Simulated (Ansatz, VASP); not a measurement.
**PbF2: VASP beside Ansatz**

```
Pb F
1.0
     0.00000    2.96352    2.96352
     2.96352    0.00000    2.96352
     2.96352    2.96352    0.00000
Pb F
1 2
Direct
  0.00000 0.00000 0.00000
  0.25000 0.25000 0.25000
  0.75000 0.75000 0.75000
```

Alike in both runs: task single point; functional PBE; k mesh 8 × 8 × 8; occupations gaussian, width 0.02 eV; no spin polarisation.

|  | VASP | Ansatz |
| --- | --- | --- |
| version | VASP 6.6.1 | Ansatz 0.2.0 |
| potentials or method | VASP PAW PBE potentials, release 64 (Pb_d, F) | scalar-relativistic, plane waves, PAW |
| plane-wave cutoff (eV) | 520 | 420 |
| valence electrons in the cell | 28 | 28 |

|  | VASP | Ansatz | Ansatz less VASP |
| --- | --- | --- | --- |
| gap on the k mesh at the Fermi level (eV) | 4.42 | 4.42 | +0.004 |
| least direct gap on the mesh (eV) | 4.56 | 4.57 | +0.002 |
| pressure (GPa) | 2.5 | 2.7 | +0.20 |

The functional is the same, so the differences come from potentials, cutoffs and numerics.

Caveats: spin-orbit coupling is left out, which as a rule narrows the gap of such compounds by several tenths of an eV. A k mesh can miss the band edges.
